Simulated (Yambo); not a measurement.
# Sn (Fd-3m) in Yambo: further runs

Runs on Sn. Level: PBE. Tasks: Hartree-Fock levels, G0W0 quasiparticle levels.

Everything below comes from runs of Yambo 5.3.0. Logs are shortened: lines on timing, memory, paths and dates and some standing lists are left out, and cuts for length are marked.

**1. Starting point**

The structure is cubic, space group Fd-3m (No. 227). The conventional cell has a = 6.467 Å, b = 6.467 Å, c = 6.467 Å, α = 90.00°, β = 90.00°, γ = 90.00°. Sn (site symmetry -43m) has 4 Sn at 2.80 Å as nearest neighbours.

This isn't the form of Sn at room conditions, which is tetragonal (white tin).

**2. Hartree-Fock levels, PBE**

The input, hf1.in:

```
rim_cut
HF_and_locXC
RandQpts= 1000000
RandGvec= 50 RL
EXXRLvcs= 72 Ry
VXCRLvcs= 72 Ry
% QPkrange
 1 | 16 | 10 | 16 |
%
```

The input, scf.in:

```
&CONTROL
  calculation = 'scf'
  prefix = 'pwscf'
  outdir = './tmp'
  pseudo_dir = './pseudo'
/
&SYSTEM
  ibrav = 0
  A = 4.57263724
  nat = 2
  ntyp = 1
  ecutwfc = 72
  nbnd = 21
  occupations = 'smearing'
  smearing = 'fd'
  degauss = 0.00367493
  force_symmorphic = .true.
/
&ELECTRONS
  conv_thr = 4d-10
  electron_maxstep = 120
  mixing_beta = 0.5
/
ATOMIC_SPECIES
Sn   118.7100 Sn.upf
CELL_PARAMETERS alat
   0.0000000000    0.7071067811    0.7071067811
   0.7071067811    0.0000000000    0.7071067811
   0.7071067811    0.7071067811    0.0000000000
ATOMIC_POSITIONS alat
Sn     1.0606601717    1.0606601717    1.0606601717
Sn     0.7071067811    0.7071067811    0.7071067811
K_POINTS automatic
8 8 8 0 0 0
```

The input, nscf.in:

```
&CONTROL
  calculation = 'nscf'
  prefix = 'pwscf'
  outdir = './tmp'
  pseudo_dir = './pseudo'
/
&SYSTEM
  ibrav = 0
  A = 4.57263724
  nat = 2
  ntyp = 1
  ecutwfc = 72
  nbnd = 164
  occupations = 'smearing'
  smearing = 'fd'
  degauss = 0.00367493
  force_symmorphic = .true.
/
&ELECTRONS
  conv_thr = 1d-08
  diago_full_acc = .true.
  diago_thr_init = 1d-06
/
ATOMIC_SPECIES
Sn   118.7100 Sn.upf
CELL_PARAMETERS alat
   0.0000000000    0.7071067811    0.7071067811
   0.7071067811    0.0000000000    0.7071067811
   0.7071067811    0.7071067811    0.0000000000
ATOMIC_POSITIONS alat
Sn     1.0606601717    1.0606601717    1.0606601717
Sn     0.7071067811    0.7071067811    0.7071067811
K_POINTS automatic
6 6 6 0 0 0
```

Potentials or basis: PseudoDojo 0.4.1 SR PBE standard.

The run is started by

```console
$ OMP_NUM_THREADS=1 pw.x -in scf.in > scf.out
$ OMP_NUM_THREADS=1 pw.x -in nscf.in > nscf.out
$ cd tmp/pwscf.save; p2y; mv SAVE ../..; cd ../..
$ OMP_NUM_THREADS=1 yambo
$ mkdir -p hf1; ln -s $PWD/g0w00/ndb.RIM hf1/
$ OMP_NUM_THREADS=1 yambo -F hf1.in -J hf1 -C hf1_out
```

Yambo's report:

```text
[... sections 02.01 to 02.04 as in the set-up run ...]

  [02.05] Energies & Occupations
  ==============================

  [X] === General ===
  [X] Electronic Temperature                        :  0.258606E-1   300.100    [eV K]
  [X] Bosonic    Temperature                        :  0.258606E-1   300.100    [eV K]
  [X] Finite Temperature mode                       : yes
  [X] El. density                                   :  0.41416E+24 [cm-3]
  [X] Fermi Level                                   :  8.228117 [eV]

  [X] === Gaps and Widths ===
  [X] Conduction Band Min                           :  8.228117 [eV]
  [X] Valence Band Max                              :  8.228117 [eV]
  [X] Filled Bands                                  :  12
  [X] Metallic Bands                                :  13  15
  [X] Empty Bands                                   :   16  164

  [X] === Metallic Characters ===
  [X] N of el / N of met el                         :  28.00000   3.82726
  [X] Average metallic occ.                         :  0.318938

  [WARNING] [X] Metallic system

 [03] Transferred momenta grid and indexing
 ==========================================

 IBZ Q-points                                      :  16
 BZ  Q-points                                      :  216

 K/Q-points units:
 rlu = crystal or reduced units; cc = cartesian coordinates; iku = interal k-units

 Q [ 1]         [rlu]:  0.000000  0.000000  0.000000
 Q [ 2]         [rlu]:  0.39840E-17  0.17862E-16  0.16667
 Q [ 3]         [rlu]:  0.79680E-17  0.35724E-16  0.33333
 Q [ 4]         [rlu]:  0.71315E-16  0.15804E-16 -0.50000
 Q [ 5]         [rlu]: -0.86680E-17  0.16667      0.16667
 Q [ 6]         [rlu]:  0.39840E-17  0.16667      0.33333
 Q [ 7]         [rlu]: -0.19788E-16  0.16667      0.50000
 Q [ 8]         [rlu]:  0.17333E-16  0.16667     -0.33333
 Q [ 9]         [rlu]: -0.87324E-17  0.16667     -0.16667
 Q [10]         [rlu]: -0.17336E-16  0.33333      0.33333
 Q [11]         [rlu]: -0.26447E-16  0.33333      0.50000
 Q [12]         [rlu]: -0.17465E-16  0.33333     -0.33333
 Q [13]         [rlu]: -0.27978E-16 -0.50000     -0.50000
 Q [14]         [rlu]:  0.166667  0.333333  0.500000
 Q [15]         [rlu]:  0.166667  0.333333 -0.333333
 Q [16]         [rlu]:  0.166667 -0.500000 -0.333333

 [04] Coloumb potential Random Integration (RIM)
 ===============================================

 Summary of Coulomb integrals for non-metallic bands |Q|[au] RIM/Bare

 Q [1] 0.100000E-4 0.995998 * Q [2] 0.148426 1.064319
 Q [5] 0.171387 1.063169 * Q [9] 0.242378 1.026442
 Q [6] 0.284213 1.018967 * Q [3] 0.296851 1.016617
 Q [10] 0.342774 1.013307 * Q [8] 0.373529 1.011176
 Q [14] 0.383233 1.010383 * Q [7] 0.419811 1.008519
 Q [11] 0.445277 1.007739 * Q [4] 0.445277 1.008039
 Q [12] 0.484756 1.006789 * Q [15] 0.506970 1.006298
 Q [13] 0.514161 1.006422 * Q [16] 0.541973 1.005763

 [05] Local Exchange-Correlation + Non-Local Fock
 ================================================

 [VXC] Plane waves :   4813
 [EXS] Plane waves :   4813

 QP @ state[ 1 ] K range:   1  16
 QP @ state[ 1 ] b range:  10  16

 [WF-HF/Rho loader] Normalization (few states)  min/max  :  0.16700E-16   1.0000

 [xc] Functional : Perdew, Burke & Ernzerhof(X)+Perdew, Burke & Ernzerhof(C)
 [xc] LIBXC used to calculate xc functional
  PP Number of Atomic Species                      :  1
  NLCC RL compoments                               :   37509
  PP Number of Atomic Species                      :  1
  NLCC RL compoments                               :   37509
 [WR./hf1//ndb.HF_and_locXC]-----------------------------------------------------
  Brillouin Zone Q/K grids (IBZ/BZ)                :   16  216   16  216
  RL vectors                                       :   5817 [WF]
  Fragmentation                                    : no
  Electronic Temperature                           :  300.1000 [K]
  Bosonic    Temperature                           :  300.1000 [K]
  Green`s function   wavefunctions                 : Perdew, Burke & Ernzerhof(X)+Perdew, Burke & Ernzerhof(C)
  Total number of QP states                        :  112
  Exchange RL vectors                              :   4813
  Exchange summation bands                         :  15
  RIM RL components                                :   51
  RIM random points                                :  1000000

 [xc] E_xc :  -16.52822 [Ha]
      E_xc :  -33.05645 [Ry]

  Local XC kind (lXC) : Perdew, Burke & Ernzerhof(X)+Perdew, Burke & Ernzerhof(C)
  Non-Local XC kind (nlXC) : Hartree-Fock

  Corrections @ K [1] :  [eV]
 <10|nlXC|10> = -28.23409 -0.71523E-17 <10|lXC|10> = -24.97000  0.85651E-25
 <11|nlXC|11> = -17.45483  0.32452E-17 <11|lXC|11> = -11.11970 -0.26720E-21
 <12|nlXC|12> = -12.30683  0.67424E-17 <12|lXC|12> = -13.34037 -0.18881E-15
 <13|nlXC|13> = -11.45492  0.33698E-17 <13|lXC|13> = -11.38395 -0.94409E-16
 <14|nlXC|14> = -11.45492  0.62147E-17 <14|lXC|14> = -11.38395 -0.94408E-16
 <15|nlXC|15> = -11.45492 -0.64796E-17 <15|lXC|15> = -11.38395  0.33529E-21
 <16|nlXC|16> = -6.855910 -0.86966E-18 <16|lXC|16> = -9.988865  0.94412E-16

  Corrections @ K [2] :  [eV]
 <10|nlXC|10> = -28.26050  0.32249E-19 <10|lXC|10> = -24.93936 -0.28323E-15
 <11|nlXC|11> = -17.38246 -0.18488E-17 <11|lXC|11> = -11.16919  0.94408E-16
 <12|nlXC|12> = -13.92593 -0.11726E-17 <12|lXC|12> = -11.93172  0.41753E-21
 <13|nlXC|13> = -12.53935 -0.72967E-17 <13|lXC|13> = -11.08622  0.26949E-22
 <14|nlXC|14> = -12.53935 -0.13247E-17 <14|lXC|14> = -11.08622 -0.21006E-20
 <15|nlXC|15> = -8.725850 -0.25838E-17 <15|lXC|15> = -11.22688 -0.47205E-16
 <16|nlXC|16> = -6.890498  0.97045E-18 <16|lXC|16> = -10.21425  0.12390E-15

  Corrections @ K [3] :  [eV]
 <10|nlXC|10> = -28.27521 -0.78594E-17 <10|lXC|10> = -24.94209 -0.37763E-15
 <11|nlXC|11> = -17.21536 -0.13029E-17 <11|lXC|11> = -11.35362 -0.47204E-16
 <12|nlXC|12> = -14.91163  0.13881E-16 <12|lXC|12> = -11.30773  0.17112E-15
 <13|nlXC|13> = -12.80433 -0.31068E-17 <13|lXC|13> = -10.88416  0.94408E-16
 <14|nlXC|14> = -12.80434 -0.83818E-17 <14|lXC|14> = -10.88416  0.94410E-16
 <15|nlXC|15> = -8.254580  0.13818E-17 <15|lXC|15> = -10.93966  0.11805E-16
 <16|nlXC|16> = -6.202539  0.77231E-18 <16|lXC|16> = -9.914354  0.18882E-15

  Corrections @ K [4] :  [eV]
 <10|nlXC|10> = -28.28131  0.74700E-17 <10|lXC|10> = -24.94000 -0.37763E-15
 <11|nlXC|11> = -17.16734  0.17775E-16 <11|lXC|11> = -11.63140 -0.18882E-15
 <12|nlXC|12> = -15.20945  0.13350E-16 <12|lXC|12> = -10.89840  0.18882E-15
 <13|nlXC|13> = -12.91077 -0.61054E-17 <13|lXC|13> = -10.83031  0.86873E-23
 <14|nlXC|14> = -12.91077 -0.41299E-17 <14|lXC|14> = -10.83031  0.14023E-20
 <15|nlXC|15> = -8.825692  0.13368E-17 <15|lXC|15> = -10.93396  0.12245E-20
 <16|nlXC|16> = -5.816693 -0.60887E-18 <16|lXC|16> = -9.649992  0.47207E-16

  Corrections @ K [5] :  [eV]
 <10|nlXC|10> = -28.25452  0.11704E-16 <10|lXC|10> = -24.96472  0.14161E-15
 <11|nlXC|11> = -17.35392 -0.74814E-18 <11|lXC|11> = -11.18256  0.37763E-15
 <12|nlXC|12> = -14.32106  0.95328E-17 <12|lXC|12> = -12.38047 -0.47204E-16
 <13|nlXC|13> = -12.42822  0.49392E-17 <13|lXC|13> = -10.69768 -0.94408E-16
 <14|nlXC|14> = -12.42824  0.16954E-17 <14|lXC|14> = -10.69768 -0.70808E-16
 <15|nlXC|15> = -6.329653  0.15537E-17 <15|lXC|15> = -9.502123 -0.48750E-20
 <16|nlXC|16> = -9.088112 -0.32279E-17 <16|lXC|16> = -11.83715  0.31073E-21

  Corrections @ K [6] :  [eV]
 <10|nlXC|10> = -28.27406 -0.50133E-17 <10|lXC|10> = -24.95927  0.14161E-15
 <11|nlXC|11> = -17.19785 -0.65347E-17 <11|lXC|11> = -11.30914  0.18882E-15
 <12|nlXC|12> = -15.11483  0.17567E-16 <12|lXC|12> = -11.85819 -0.26554E-16
 <13|nlXC|13> = -12.35059 -0.11625E-17 <13|lXC|13> = -10.40537 -0.84862E-17
 <14|nlXC|14> = -12.67947  0.51459E-17 <14|lXC|14> = -10.53553  0.22422E-15
 <15|nlXC|15> = -7.074736  0.37130E-17 <15|lXC|15> = -10.13732  0.13226E-19
 <16|nlXC|16> = -7.409795  0.39615E-18 <16|lXC|16> = -10.76875  0.40005E-20

  Corrections @ K [7] :  [eV]
 <10|nlXC|10> = -28.28309 -0.62889E-18 <10|lXC|10> = -24.97416  0.94408E-16
 <11|nlXC|11> = -17.07249  0.18585E-17 <11|lXC|11> = -11.59706 -0.23604E-16
 <12|nlXC|12> = -15.51632 -0.71703E-17 <12|lXC|12> = -11.30471 -0.37763E-15
 <13|nlXC|13> = -12.55228  0.48806E-17 <13|lXC|13> = -10.23604 -0.27310E-20
 <14|nlXC|14> = -12.82184 -0.31164E-17 <14|lXC|14> = -10.56980 -0.47205E-16
 <15|nlXC|15> = -7.459415  0.25459E-17 <15|lXC|15> = -10.47822  0.94408E-16
 <16|nlXC|16> = -6.142618  0.13833E-17 <16|lXC|16> = -9.934854  0.44240E-17

  Corrections @ K [8] :  [eV]
 <10|nlXC|10> = -28.28149 -0.11592E-18 <10|lXC|10> = -24.95901  0.18882E-15
 <11|nlXC|11> = -17.10071 -0.91111E-17 <11|lXC|11> = -11.49251  0.18882E-15
 <12|nlXC|12> = -15.43388  0.38694E-17 <12|lXC|12> = -11.46919 -0.91454E-16
 <13|nlXC|13> = -12.51505  0.81415E-17 <13|lXC|13> = -10.08557  0.11798E-16
 <14|nlXC|14> = -12.83509  0.98388E-17 <14|lXC|14> = -10.77318 -0.94414E-16
 <15|nlXC|15> = -7.740530 -0.23348E-17 <15|lXC|15> = -10.75462  0.23602E-16
 <16|nlXC|16> = -5.705381 -0.34427E-18 <16|lXC|16> = -9.629095  0.94413E-16

  Corrections @ K [9] :  [eV]
 <10|nlXC|10> = -28.27123  0.10205E-16 <10|lXC|10> = -24.96682  0.37763E-15
 <11|nlXC|11> = -17.26913  0.11382E-16 <11|lXC|11> = -11.25780  0.46706E-20
 <12|nlXC|12> = -14.83493  0.11564E-16 <12|lXC|12> = -11.93956  0.23602E-16
 <13|nlXC|13> = -12.20029  0.10877E-16 <13|lXC|13> = -10.13345  0.14161E-15
 <14|nlXC|14> = -12.79652  0.42367E-17 <14|lXC|14> = -11.10040 -0.18882E-15
 <15|nlXC|15> = -8.317350 -0.25093E-18 <15|lXC|15> = -11.20199  0.18882E-15
 <16|nlXC|16> = -6.537521 -0.31677E-18 <16|lXC|16> = -10.07574  0.34383E-20

  Corrections @ K [10] :  [eV]
 <10|nlXC|10> = -28.28162  0.65117E-17 <10|lXC|10> = -24.93494  0.94409E-16
 <11|nlXC|11> = -17.04667  0.91287E-17 <11|lXC|11> = -11.37494  0.18882E-15
 <12|nlXC|12> = -15.68750  0.13904E-17 <12|lXC|12> = -12.06545 -0.59005E-16
 <13|nlXC|13> = -12.80698 -0.72375E-18 <13|lXC|13> = -10.31543 -0.10621E-15
 <14|nlXC|14> = -12.80700 -0.80770E-17 <14|lXC|14> = -10.31543  0.14161E-15
 <15|nlXC|15> = -6.076207  0.30930E-17 <15|lXC|15> = -9.243616 -0.47193E-16
 <16|nlXC|16> = -5.988240  0.27798E-17 <16|lXC|16> = -9.536067 -0.37764E-15

  Corrections @ K [11] :  [eV]
 <10|nlXC|10> = -28.28718 -0.14439E-17 <10|lXC|10> = -24.97972  0.37763E-15
 <11|nlXC|11> = -16.83236 -0.12858E-16 <11|lXC|11> = -11.58067 -0.47205E-16
 <12|nlXC|12> = -16.16130 -0.15857E-16 <12|lXC|12> = -11.84053 -0.23603E-16
 <13|nlXC|13> = -12.55720  0.72261E-17 <13|lXC|13> = -9.812616  0.94413E-16
 <14|nlXC|14> = -12.88881  0.81460E-17 <14|lXC|14> = -10.29065 -0.47210E-16
 <15|nlXC|15> = -5.983735  0.37402E-18 <15|lXC|15> = -9.320791  0.47202E-16
 <16|nlXC|16> = -6.036693 -0.13863E-18 <16|lXC|16> = -9.695669 -0.23604E-16

  Corrections @ K [12] :  [eV]
 <10|nlXC|10> = -28.28803  0.86264E-17 <10|lXC|10> = -24.99429  0.16521E-15
 <11|nlXC|11> = -16.89173 -0.10666E-17 <11|lXC|11> = -11.69577  0.94408E-16
 <12|nlXC|12> = -16.11816 -0.45896E-18 <12|lXC|12> = -11.72685 -0.70814E-16
 <13|nlXC|13> = -12.52820 -0.41488E-17 <13|lXC|13> = -9.528099 -0.23601E-16
 <14|nlXC|14> = -12.86325 -0.78442E-17 <14|lXC|14> = -10.45183 -0.23535E-20
 <15|nlXC|15> = -6.244453  0.13646E-17 <15|lXC|15> = -9.612859 -0.14896E-19
 <16|nlXC|16> = -6.197295  0.11334E-17 <16|lXC|16> = -10.48708 -0.35413E-16

  Corrections @ K [13] :  [eV]
 <10|nlXC|10> = -28.29021  0.64477E-17 <10|lXC|10> = -24.96150  0.11801E-16
 <11|nlXC|11> = -16.51866  0.84915E-17 <11|lXC|11> = -11.68894 -0.94409E-16
 <12|nlXC|12> = -16.51866 -0.74136E-17 <12|lXC|12> = -11.69182  0.47204E-16
 <13|nlXC|13> = -12.93921 -0.43108E-17 <13|lXC|13> = -10.19633  0.82607E-16
 <14|nlXC|14> = -12.93921 -0.25720E-17 <14|lXC|14> = -10.19633  0.17698E-16
 <15|nlXC|15> = -5.808546 -0.15091E-17 <15|lXC|15> = -9.162187 -0.47190E-16
 <16|nlXC|16> = -5.808545 -0.18862E-17 <16|lXC|16> = -9.159974 -0.70808E-16

  Corrections @ K [14] :  [eV]
 <10|nlXC|10> = -28.28378 -0.56780E-17 <10|lXC|10> = -24.96406 -0.94408E-16
 <11|nlXC|11> = -17.01523 -0.11711E-17 <11|lXC|11> = -11.47589 -0.23602E-16
 <12|nlXC|12> = -15.80229  0.13264E-16 <12|lXC|12> = -11.89463  0.70806E-16
 <13|nlXC|13> = -12.48564 -0.60594E-17 <13|lXC|13> = -9.815779 -0.47207E-16
 <14|nlXC|14> = -12.56257 -0.17361E-16 <14|lXC|14> = -10.29934 -0.47205E-16
 <15|nlXC|15> = -6.281580 -0.54275E-18 <15|lXC|15> = -9.821889  0.11801E-15
 <16|nlXC|16> = -7.336774 -0.15650E-17 <16|lXC|16> = -10.84634 -0.59083E-17

  Corrections @ K [15] :  [eV]
 <10|nlXC|10> = -28.28777 -0.41056E-17 <10|lXC|10> = -24.99046  0.66380E-17
 <11|nlXC|11> = -16.89719  0.21963E-16 <11|lXC|11> = -11.70321  0.11801E-15
 <12|nlXC|12> = -16.08745  0.53239E-17 <12|lXC|12> = -11.68068 -0.11801E-15
 <13|nlXC|13> = -12.56018 -0.10239E-16 <13|lXC|13> = -9.701166  0.41297E-16
 <14|nlXC|14> = -12.55144 -0.41414E-17 <14|lXC|14> = -10.11199 -0.70810E-16
 <15|nlXC|15> = -7.124051  0.18451E-18 <15|lXC|15> = -10.63081  0.14161E-15
 <16|nlXC|16> = -5.482731 -0.11364E-18 <16|lXC|16> = -9.379515  0.17703E-16

  Corrections @ K [16] :  [eV]
 <10|nlXC|10> = -28.28891 -0.76401E-17 <10|lXC|10> = -24.98437  0.28323E-15
 <11|nlXC|11> = -16.56466  0.37260E-17 <11|lXC|11> = -11.76103  0.47202E-16
 <12|nlXC|12> = -16.56466 -0.47042E-17 <12|lXC|12> = -11.76395 -0.18882E-15
 <13|nlXC|13> = -12.55707 -0.18034E-17 <13|lXC|13> = -9.798997 -0.22101E-17
 <14|nlXC|14> = -12.55707 -0.58881E-18 <14|lXC|14> = -9.798575  0.58976E-17
 <15|nlXC|15> = -6.091119  0.34245E-18 <15|lXC|15> = -9.740304  0.58991E-16
 <16|nlXC|16> = -6.091119  0.49920E-17 <16|lXC|16> = -9.738485 -0.30301E-20

  [05.01] Hartree-Fock occupations report
  =======================================

  [Hartree-Fock] === General ===
  [Hartree-Fock] Electronic Temperature             :  0.258606E-1   300.100    [eV K]
  [Hartree-Fock] Bosonic    Temperature             :  0.258606E-1   300.100    [eV K]
  [Hartree-Fock] Finite Temperature mode            : yes
  [Hartree-Fock] El. density                        :  0.41416E+24 [cm-3]
  [Hartree-Fock] Fermi Level                        :  8.228117 [eV]

  [Hartree-Fock] === Gaps and Widths ===
  [Hartree-Fock] Conduction Band Min                :  8.228117 [eV]
  [Hartree-Fock] Valence Band Max                   :  8.228117 [eV]
  [Hartree-Fock] Filled Bands                       :  12
  [Hartree-Fock] Metallic Bands                     :  13  15
  [Hartree-Fock] Empty Bands                        :   16  164

  [Hartree-Fock] === Metallic Characters ===
  [Hartree-Fock] N of el / N of met el              :  28.00000   3.82726
  [Hartree-Fock] Average metallic occ.              :  0.318938

  [WARNING] [Hartree-Fock] Metallic system
```

Wall time 5.5 min (1 thread of Arm Neoverse V1, shared host); peak memory 0.32 GiB.

Results:

```yaml
Band_gap_on_the_k_mesh_mean-field_level: none (metal or under the smearing width)
```

Quasiparticle terms (eV):
| k point | band | Kohn-Sham level | Vxc | Σx | Σc | Z | result |
| --- | --- | --- | --- | --- | --- | --- | --- |
| (0.000, 0.000, 0.000) | 10 | -21.38 | -24.97 | -28.23 | - | - | -24.65 |
| (0.000, 0.000, 0.000) | 11 | -10.69 | -11.12 | -17.45 | - | - | -17.02 |
| (0.000, 0.000, 0.000) | 12 | -0.57 | -13.34 | -12.31 | - | - | 0.46 |
| (0.000, 0.000, 0.000) | 13 | 0.07 | -11.38 | -11.45 | - | - | 0.00 |
| (0.000, 0.000, 0.000) | 14 | 0.07 | -11.38 | -11.45 | - | - | 0.00 |
| (0.000, 0.000, 0.000) | 15 | 0.07 | -11.38 | -11.45 | - | - | 0.00 |
| (0.000, 0.000, 0.000) | 16 | 2.16 | -9.99 | -6.86 | - | - | 5.29 |
| (0.000, 0.000, 0.167) | 10 | -21.36 | -24.94 | -28.26 | - | - | -24.68 |
| (0.000, 0.000, 0.167) | 11 | -10.42 | -11.17 | -17.38 | - | - | -16.63 |
| (0.000, 0.000, 0.167) | 12 | -2.81 | -11.93 | -13.93 | - | - | -4.80 |
| (0.000, 0.000, 0.167) | 13 | -0.37 | -11.09 | -12.54 | - | - | -1.83 |
| (0.000, 0.000, 0.167) | 14 | -0.37 | -11.09 | -12.54 | - | - | -1.83 |
| (0.000, 0.000, 0.167) | 15 | 0.58 | -11.23 | -8.73 | - | - | 3.08 |
| (0.000, 0.000, 0.167) | 16 | 2.73 | -10.21 | -6.89 | - | - | 6.05 |
| (0.000, 0.000, 0.333) | 10 | -21.34 | -24.94 | -28.28 | - | - | -24.67 |
| (0.000, 0.000, 0.333) | 11 | -9.68 | -11.35 | -17.22 | - | - | -15.54 |
| (0.000, 0.000, 0.333) | 12 | -5.15 | -11.31 | -14.91 | - | - | -8.76 |
| (0.000, 0.000, 0.333) | 13 | -0.94 | -10.88 | -12.80 | - | - | -2.86 |
| (0.000, 0.000, 0.333) | 14 | -0.94 | -10.88 | -12.80 | - | - | -2.86 |
| (0.000, 0.000, 0.333) | 15 | 0.18 | -10.94 | -8.25 | - | - | 2.86 |

Caveat: the potentials hold a filled d shell without the s and p states of that shell, which can shift GW gaps by tenths of an eV, either way.

(Continued in part 2 of 2.)
